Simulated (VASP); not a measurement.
# SnTe (F-43m) in VASP: further runs

Runs on SnTe. Level: PBEsol. Tasks: single point.

Program: VASP 6.6.1. These are calculated values, not measurements. Logs are shortened: lines on timing, memory, paths and dates and some standing lists are left out, and cuts for length are marked.

### Step 1. Starting point

Symmetry: F-43m, No. 216, cubic system. Conventional cell: a = 7.222 Å, b = 7.222 Å, c = 7.222 Å, α = 90.00°, β = 90.00°, γ = 90.00°. Te (site symmetry -43m) has 4 Sn at 3.13 Å as nearest neighbours. Around Sn (site symmetry -43m) lie 4 Te at 3.13 Å.

Measurements of this composition are mostly on another form, of space group No. 225.

### Step 2. Single point, PBEsol, spin-orbit coupling, no magnetisation

INCAR reads:

```
SYSTEM = SnTe
ALGO = Normal
EDIFF = 1E-7
ENCUT = 400
GGA = PS
GGA_COMPAT = .False.
ISIF = 2
ISMEAR = 0
LASPH = .True.
LCHARG = .False.
LNONCOLLINEAR = .True.
LORBIT = 11
LREAL = .False.
LSORBIT = .True.
LWAVE = .False.
MAGMOM = 0 0 0 0 0 0
NBANDS = 36
NELM = 100
PREC = Accurate
SIGMA = 0.02
```

KPOINTS reads:

```
k-points
0
Gamma
  4 4 4
  0 0 0
```

POSCAR reads:

```
SnTe
1.0
    0.0000000000      3.6111460000      3.6111460000
    3.6111460000      0.0000000000      3.6111460000
    3.6111460000      3.6111460000      0.0000000000
Te Sn
1 1
Direct
    0.2500000000      0.2500000000      0.2500000000
    0.0000000000      0.0000000000      0.0000000000
```

Potentials or basis: VASP PAW PBE potentials, release 64 (Te, Sn_d).

Command:

```
$ cat potpaw_PBE.64/Te/POTCAR potpaw_PBE.64/Sn_d/POTCAR > POTCAR
$ mpirun -np 1 vasp_ncl > vasp.out
```

OUTCAR:

```text
SYSTEM = SnTe
   EDIFF = 1E-7
   ENCUT = 400
   GGA = PS
   ISIF = 2
   ISMEAR = 0
   LASPH = .True.
   LNONCOLLINEAR = .True.
   LORBIT = 11
   LREAL = .False.
   LSORBIT = .True.
   NELM = 100
   PREC = Accurate

 Found     10 irreducible k-points:

 Following reciprocal coordinates:
            Coordinates               Weight
  0.000000  0.000000  0.000000      1.000000
  0.250000  0.000000  0.000000      4.000000
 -0.250000  0.000000  0.000000      4.000000
  0.500000  0.000000  0.000000      4.000000
  0.250000  0.250000  0.000000      6.000000
  0.500000  0.250000  0.000000     12.000000
   k-points           NKPTS =     10   k-points in BZ     NKDIM =     10   number of bands    NBANDS=     36
   number of dos      NEDOS =    301   number of ions     NIONS =      2
   total plane-waves  NPLWV =  46656
   dimension x,y,z NGX =    36 NGY =   36 NGZ =   36
   dimension x,y,z NGXF=    72 NGYF=   72 NGZF=   72
   ions per type =               1   1
   NGX,Y,Z   is equivalent  to a cutoff of  11.72, 11.72, 11.72 a.u.
   NGXF,Y,Z  is equivalent  to a cutoff of  23.44, 23.44, 23.44 a.u.
 SYSTEM =  SnTe
   PREC   = accura    normal or accurate (medium, high low for compatibility)
   ISTART =      0    job   : 0-new  1-cont  2-samecut
   ICHARG =      2    charge: 1-file 2-atom 10-const
   ISPIN  =      1    spin polarized calculation?
   LNONCOLLINEAR =      T non collinear calculations
   LSORBIT =      T    spin-orbit coupling
   LASPH  =      T    aspherical Exc in radial PAW
   ENCUT  =  400.0 eV  29.40 Ry    5.42 a.u.   8.33  8.33  8.33*2*pi/ulx,y,z
   NELM   =    100;   NELMIN=  2; NELMDL= -5     # of ELM steps
   EDIFF  = 0.1E-06   stopping-criterion for ELM
   LREAL  =      F    real-space projection
   EDIFFG = 0.1E-05   stopping-criterion for IOM
   NSW    =      0    number of steps for IOM
   IBRION =     -1    ionic relax: 0-MD 1-quasi-New 2-CG
   NFREE  =      0    steps in history (QN), initial steepest desc. (CG)
   ISIF   =      2    stress and relaxation
   ISYM   =      2    0-nonsym 1-usesym 2-fastsym
   POTIM  = 0.5000    time-step for ionic-motion
   TEBEG  =    0.0;   TEEND  =   0.0 temperature during run
   PSTRESS=    0.0 pullay stress
   NELECT =      20.0000    total number of electrons
   NUPDOWN=      -1.0000    fix difference up-down
   EMIN   =  10.00;   EMAX   =-10.00  energy-range for DOS
   EFERMI =   0.00;   METHOD = LEGACY
   ISMEAR =     0;   SIGMA  =   0.02  broadening in eV -4-tet -1-fermi 0-gaus
   EFERMI_NEDOS =   21; number of points for ismear=-14 and -15
   IALGO  =     38    algorithm
   IMIX   =      4    mixing-type and parameters
     AMIX     =   0.40;   BMIX     =  1.00
     AMIX_MAG =   1.60;   BMIX_MAG =  1.00
  volume/ion in A,a.u.               =      47.09       317.78
  Fermi-wavevector in a.u.,A,eV,Ry     =   0.976704  1.845704 12.979296  0.953951
  Thomas-Fermi vector in A             =   2.107344
   LORBIT       =     11    0 simple, 1 ext, 2 COOP (PROOUT), +10 PAW based schemes
   GGA     = PS    functional components
   LHFCALC =     F    Hartree Fock is set to
   AEXX    =    0.0000 exact exchange contribution
   IVDW    =     0    specifies the selected vdW correction
   LEPSILON=     F    determine dielectric tensor
   LRPA    =     F    only Hartree local field effects (RPA)
 Gauss-broadening in eV      SIGMA  =   0.02
  energy-cutoff  :      400.00
  volume of cell :       94.18
 maximum number of plane-waves:      3448
 NGX is ok and might be reduce to    36
   NGX = 17   NGY = 17   NGZ = 17

 number of electron      19.9999988 magnetization       0.0000000      0.0000000      0.0000000

 number of electron      19.9999988 magnetization       0.0000000     -0.0000000     -0.0000000

 number of electron      19.9999988 magnetization      -0.0000000      0.0000000      0.0000000

 number of electron      19.9999988 magnetization      -0.0000000     -0.0000000     -0.0000000

 Free energy of the ion-electron system (eV)
  ---------------------------------------------------
  ext. energy  EPLUGINS =         0.00000000
  ---------------------------------------------------
  free energy    TOTEN  =        -7.79261526 eV

  energy without entropy =       -7.79261526  energy(sigma->0) =       -7.79261526

 E-fermi :   3.1577     XC(G=0):  -7.6625

 val. band max:        3.0698565112   @ k =   0.5000   0.5000   0.0000
 cond. band min:       3.2453914888   @ k =  -0.2500   0.5000   0.2500
 fundamental gap:      0.1755349776
 Fermi energy:         3.1576726173

 k-point     1 :       0.0000    0.0000    0.0000
  band No.  band energies     occupation
      1     -19.2595      1.00000
      2     -19.2595      1.00000
      3     -19.2595      1.00000
      4     -19.2595      1.00000
      5     -18.2285      1.00000
      6     -18.2285      1.00000
[... 24 lines left out ...]
     31       9.4364      0.00000
     32       9.4364      0.00000

 k-point     2 :       0.2500    0.0000    0.0000
  band No.  band energies     occupation
      1     -19.2595      1.00000
      2     -19.2593      1.00000
      3     -19.2593      1.00000
      4     -19.2592      1.00000
      5     -18.2282      1.00000
      6     -18.2282      1.00000
[... 24 lines left out ...]
     31       8.8393      0.00000
     32       8.8506      0.00000

 k-point     3 :      -0.2500    0.0000    0.0000
  band No.  band energies     occupation
      1     -19.2595      1.00000
      2     -19.2593      1.00000
      3     -19.2593      1.00000
      4     -19.2592      1.00000
      5     -18.2282      1.00000
      6     -18.2282      1.00000
[... 24 lines left out ...]
     31       8.8393      0.00000
     32       8.8506      0.00000

 k-point     4 :       0.5000    0.0000    0.0000
  band No.  band energies     occupation
      1     -19.2592      1.00000
      2     -19.2592      1.00000
      3     -19.2592      1.00000
      4     -19.2592      1.00000
      5     -18.2278      1.00000
      6     -18.2278      1.00000
[... 24 lines left out ...]
     31       9.8181      0.00000
     32       9.8181      0.00000

 k-point     5 :       0.2500    0.2500    0.0000
  band No.  band energies     occupation
      1     -19.2597      1.00000
      2     -19.2597      1.00000
      3     -19.2589      1.00000
      4     -19.2589      1.00000
      5     -18.2282      1.00000
      6     -18.2282      1.00000
[... 24 lines left out ...]
     31      10.0426      0.00000
     32      10.0426      0.00000

 k-point     6 :       0.5000    0.2500    0.0000
  band No.  band energies     occupation
      1     -19.2602      1.00000
      2     -19.2595      1.00000
      3     -19.2587      1.00000
      4     -19.2583      1.00000
      5     -18.2291      1.00000
      6     -18.2268      1.00000
[... 24 lines left out ...]
     31      10.1285      0.00000
     32      10.1443      0.00000

 [... further k-points ...]

 [bands above 32 left out]

------------------------ aborting loop because EDIFF is reached ----------------------------------------

  FORCE on cell =-STRESS in cart. coord.  units (eV):
  Direction    XX          YY          ZZ          XY          YZ          ZX
  --------------------------------------------------------------------------------------
  -------------------------------------------------------------------------------------
  Total       -1.1206179     -1.1206179     -1.1206179      0.0000000      0.0000000     -0.0000000
  in kB      -19.0635158    -19.0635158    -19.0635158      0.0000000      0.0000000     -0.0000000
  external PRESSURE =     -19.0635158 kB  Pullay stress =       0.0000000 kB

 VOLUME and BASIS-vectors are now :
 -----------------------------------------------------------------------------
  energy-cutoff  :      400.00
  volume of cell :       94.18
      direct lattice vectors                 reciprocal lattice vectors
     0.000000000  3.611146000  3.611146000    -0.138460201  0.138460201  0.138460201
     3.611146000  0.000000000  3.611146000     0.138460201 -0.138460201  0.138460201
     3.611146000  3.611146000  0.000000000     0.138460201  0.138460201 -0.138460201

 POSITION                                       TOTAL-FORCE (eV/Angst)
 -----------------------------------------------------------------------------------
      1.80557      1.80557      1.80557        -0.000000     -0.000000     -0.000000
      0.00000      0.00000      0.00000         0.000000      0.000000      0.000000
 -----------------------------------------------------------------------------------
    total drift:                                0.000000      0.000000      0.000000

  FREE ENERGIE OF THE ION-ELECTRON SYSTEM (eV)
  ---------------------------------------------------
  free  energy   TOTEN  =        -7.7926152645 eV

  energy  without entropy=       -7.7926152645  energy(sigma->0) =       -7.79261526

 Spin-Orbit-Coupling matrix elements

 Ion:    1  E_soc:     -0.2469773
 l=   1
     0.0000000    -0.0411702    -0.0411702
    -0.0411702     0.0000000    -0.0411702
    -0.0411702    -0.0411702     0.0000000
 l=   2
     0.0000000     0.0000154     0.0000000     0.0000154    -0.0000081
     0.0000154     0.0000000    -0.0000061     0.0000154    -0.0000020
     0.0000000    -0.0000061     0.0000000    -0.0000061     0.0000000
     0.0000154     0.0000154    -0.0000061     0.0000000    -0.0000020
    -0.0000081    -0.0000020     0.0000000    -0.0000020     0.0000000
 l=   3
     0.0000000     0.0000000     0.0000000     0.0000000     0.0000000     0.0000000     0.0000000
     0.0000000     0.0000000     0.0000000     0.0000000     0.0000000     0.0000000     0.0000000
     0.0000000     0.0000000     0.0000000     0.0000000     0.0000000     0.0000000     0.0000000
     0.0000000     0.0000000     0.0000000     0.0000000     0.0000000     0.0000000     0.0000000
     0.0000000     0.0000000     0.0000000     0.0000000     0.0000000     0.0000000     0.0000000
     0.0000000     0.0000000     0.0000000     0.0000000     0.0000000     0.0000000     0.0000000
     0.0000000     0.0000000     0.0000000     0.0000000     0.0000000     0.0000000     0.0000000

 Ion:    2  E_soc:     -0.1051344
 l=   1
     0.0000000    -0.0113684    -0.0113684
    -0.0113684     0.0000000    -0.0113684
    -0.0113684    -0.0113684     0.0000000
 l=   2
     0.0000000    -0.0012461     0.0000000    -0.0012461    -0.0049079
    -0.0012461     0.0000000    -0.0036809    -0.0012461    -0.0012270
     0.0000000    -0.0036809     0.0000000    -0.0036809     0.0000000
    -0.0012461    -0.0012461    -0.0036809     0.0000000    -0.0012270
    -0.0049079    -0.0012270     0.0000000    -0.0012270     0.0000000
 l=   3
     0.0000000     0.0000000     0.0000000     0.0000000     0.0000000     0.0000000     0.0000000
     0.0000000     0.0000000     0.0000000     0.0000000     0.0000000     0.0000000     0.0000000
     0.0000000     0.0000000     0.0000000     0.0000000     0.0000000     0.0000000     0.0000000
     0.0000000     0.0000000     0.0000000     0.0000000     0.0000000     0.0000000     0.0000000
     0.0000000     0.0000000     0.0000000     0.0000000     0.0000000     0.0000000     0.0000000
     0.0000000     0.0000000     0.0000000     0.0000000     0.0000000     0.0000000     0.0000000
     0.0000000     0.0000000     0.0000000     0.0000000     0.0000000     0.0000000     0.0000000

 total charge

# of ion       s       p       d       tot
------------------------------------------
    1        1.399   1.923   0.017   3.339
    2        1.376   0.714   9.959  12.049
--------------------------------------------------
tot          2.776   2.637   9.975  15.388

 magnetization (x)

# of ion       s       p       d       tot
------------------------------------------
    1       -0.000   0.000  -0.000   0.000
    2       -0.000   0.000  -0.000  -0.000
--------------------------------------------------
tot         -0.000   0.000  -0.000  -0.000

 magnetization (y)

# of ion       s       p       d       tot
------------------------------------------
    1       -0.000   0.000   0.000  -0.000
    2       -0.000   0.000   0.000  -0.000
--------------------------------------------------
tot         -0.000   0.000   0.000  -0.000

 magnetization (z)

# of ion       s       p       d       tot
------------------------------------------
    1        0.000  -0.000  -0.000  -0.000
    2        0.000  -0.000   0.000   0.000
--------------------------------------------------
tot          0.000  -0.000   0.000   0.000
```

Wall time 75 s (1 thread of Intel Xeon Platinum 8375C at 2.90GHz (Ice Lake), shared host); peak memory 0.38 GiB.

These settings aren't checked as converged: the numbers below hold their error.

Results:

* Free energy: -7.7926 eV
* Pressure: -1.9 GPa
* Valence electrons inside the program's atomic spheres: Te 3.34; Sn 12.05

Caveat: the k mesh is coarse (spacing up to 0.38 Å⁻¹), so the values aren't converged; the PAW data sets were made with another functional, which shifts forces and pressure a little.

### Step 3. Single point, PBEsol, spin-orbit coupling, no magnetisation

Changes to INCAR since step 2:

```diff
@@ -3,3 +3,3 @@
 EDIFF = 1E-7
-ENCUT = 400
+ENCUT = 250
 GGA = PS
```

KPOINTS reads:

```
k-points
0
Gamma
  6 6 6
  0 0 0
```

POSCAR is that of step 2.

Potentials or basis: VASP PAW PBE potentials, release 64 (Te, Sn_d).

Command:

```
$ cat potpaw_PBE.64/Te/POTCAR potpaw_PBE.64/Sn_d/POTCAR > POTCAR
$ mpirun -np 1 vasp_ncl > vasp.out
```

Wall time 1.8 min (1 thread of Intel Xeon Platinum 8375C at 2.90GHz (Ice Lake), shared host); peak memory 0.25 GiB.

These settings aren't checked as converged: the numbers below hold their error.

What came out:

```
Free energy                                           : -7.7631 eV
Valence electrons inside the program's atomic spheres : Te 3.35; Sn 12.04
```

Caveat: the cutoff is under 1.25 times the usual one of these potentials, so pressure, stress and relaxed cells hold a basis-set (Pulay) error; the PAW data sets were made with another functional, which shifts forces and pressure a little.

[end of part 1 of 2]
